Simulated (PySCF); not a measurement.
# C4H2O3: the cost of one run

Programs: PySCF 2.14.0, with routines of our own; each step states its level. All values are computed. Atoms count from 0.

## Step 1: The system as given

9 atoms, charge 1, multiplicity 2; geometry from: CAM-B3LYP/6-31G*.

## Step 2: Relaxation after adding or removing an electron: UKS CAM-B3LYP/6-31G*

What the job is given:

```
{"job": {"kind": "ionopt", "ions": [1], "xc": "CAM-B3LYP", "basis": "6-31G*", "grid": 1}, "charge": 1, "multiplicity": 2}
O     -2.236478    -1.279830    -0.289237
C     -1.134107    -0.830447    -0.354473
C     -0.690126     0.570203    -0.602207
C      0.638283     0.588340    -0.593903
C      1.117151    -0.799855    -0.340871
O      2.230380    -1.219410    -0.262798
O      0.001279    -1.605012    -0.199406
H     -1.393861     1.376447    -0.754549
H      1.321523     1.413597    -0.737529
```

Method: UKS CAM-B3LYP/6-31G* geometry optimisation of the ion from the geometry of its parent, gas phase.

Run with:

```sh
$ OMP_NUM_THREADS=1 python excited_run.py task.json out
```

The driver reads the jobs from task.json and runs them one after another.

Q: Estimate the wall time and peak memory of this first job on 1 thread of Arm Neoverse V1, shared host.

About 2.2 min, with a peak of 0.62 GiB.
